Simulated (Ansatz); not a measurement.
An input for the plane-wave PAW code Ansatz:

```yaml
crystal:
  lattice:
    - [0.0, 2.6926516908, 2.6926516908]
    - [2.6926516908, 0.0, 2.6926516908]
    - [2.6926516908, 2.6926516908, 0.0]
  atoms:
    - { symbol: In, position: [0.0, 0.0, 0.0] }
    - { symbol: P, position: [0.5, 0.5, 0.5] }
basis:
  ecutwfc: 420
  ecutrho_ratio: 4
kpoints:
  mp_grid: { grid: [10, 10, 10] }
hamiltonian:
  xc: pbesol
scf:
  occupations: { method: gaussian, width: 0.05 }
output:
  forces: true
  stress: true
  eigenvalues: true
```

The chain of runs began from a cell as deposited in COD, expanded in volume.

**Question.** What will the run give?

**Answer.** Pressure 3.8 GPa, gap on the mesh zero (metallic) (PBEsol, scalar-relativistic).

Output, machine lines left out:

```
Pseudopotentials: kind: paw
Pseudopotential: In, paw, valence charge 13, recommended cutoff 420 eV (normal), In.paw.azcp
Pseudopotential: P, paw, valence charge 5, recommended cutoff 420 eV (normal), P.paw.azcp
Crystal: 2 atoms, lattice volume = 39.045 Å³
Basis set: ecut = 420 eV, 749 PW (Γ), exchange–correlation on 54×54×54 points (8 copies of the dense FFT grid, shifted against one another)
Bands: 13, of which v1, the nominal top of the filled ones, is band 9 counted from 1 (8 counted from 0)
Symmetry: 48 space group operations
Space group: Fm-3m (ITA 225), of the structure as read, at distance tolerance 3.4e-5 Å
k-points: 47 of 1000
Initial density: superposition of atomic densities (neutral atoms: chi_scale 0, normalization atom), corrected by the library's trained network
Initial wavefunctions: pseudopotential atomic-orbital guess
Functional: x = pbesol(κ = 0.804, μ = 0.12346), c = pbesol(β = 0.046)
```

```
SCF iter   1: F=—  HF=-6265.510749 eV  |F-HF|=—  |Δ(HF+E_count)|=         —  Δρ=7.36e-3  dr2=3.33e-2
SCF iter   2: F=—  HF=-6265.499197 eV  |F-HF|=—  |Δ(HF+E_count)|=   1.16e-2  Δρ=2.71e-3  dr2=2.46e-3
SCF iter   3: F=—  HF=-6265.498322 eV  |F-HF|=—  |Δ(HF+E_count)|=   8.76e-4  Δρ=6.80e-4  dr2=1.81e-4
SCF iter   4: F=—  HF=-6265.498308 eV  |F-HF|=—  |Δ(HF+E_count)|=   1.38e-5  Δρ=3.00e-4  dr2=3.03e-5
SCF iter   5: F=—  HF=-6265.498307 eV  |F-HF|=—  |Δ(HF+E_count)|=   6.62e-7  Δρ=5.70e-5  dr2=1.40e-6
SCF iter   6: F=-6265.498307 eV  HF=-6265.498307 eV  |F-HF|=1.69e-9  |Δ(HF+E_count)|=   3.74e-8  Δρ=4.68e-6  dr2=4.03e-9
```

```
SCF 1 converged in 6 iterations: F = -6265.498307 eV  dr2 = 4.03e-9
SCF converged after 6 iterations
Free energy (F): -6265.498307 eV
E sigma→0 (E₀):  -6265.497814 eV
Entropy (-TS):   -0.000986 eV (-0.493 meV/atom)
Fermi energy:    10.302453 eV
--- Forces (eV/Å), atoms counted from 1 ---
  atom   1  In     0.00000000     0.00000000     0.00000000
  atom   2  P      0.00000000     0.00000000     0.00000000
--- Stress (GPa, compression-positive) ---
        3.787512       0.000000       0.000000
        0.000000       3.787512       0.000000
        0.000000       0.000000       3.787512
  P = ⅓ Tr σ = 3.7875 GPa (37.875 kbar)
--- Band table (eV; the first three rows and the last of 47) ---
  k-point 0: bands = ["-3.9294", "-3.9294", "-3.9006", "-3.9006", "-3.9006", "-2.3628", "9.9798", "9.9798", "9.9798", "11.5001", "17.3769", "17.3769", "17.3769"]
  k-point 1: bands = ["-3.9359", "-3.9359", "-3.9016", "-3.8919", "-3.8919", "-2.2253", "8.7755", "10.0051", "10.0051", "12.4766", "16.6576", "17.2561", "17.2561"]
  k-point 2: bands = ["-3.9570", "-3.9570", "-3.9061", "-3.8648", "-3.8648", "-1.8186", "7.0057", "10.0888", "10.0888", "13.3119", "16.0673", "16.0673", "16.1017"]
  k-point 46: bands = ["-4.2623", "-3.9283", "-3.9058", "-3.8351", "-3.7479", "1.4646", "5.4033", "5.5745", "6.4147", "12.2786", "15.8858", "16.0873", "18.0560"]
```
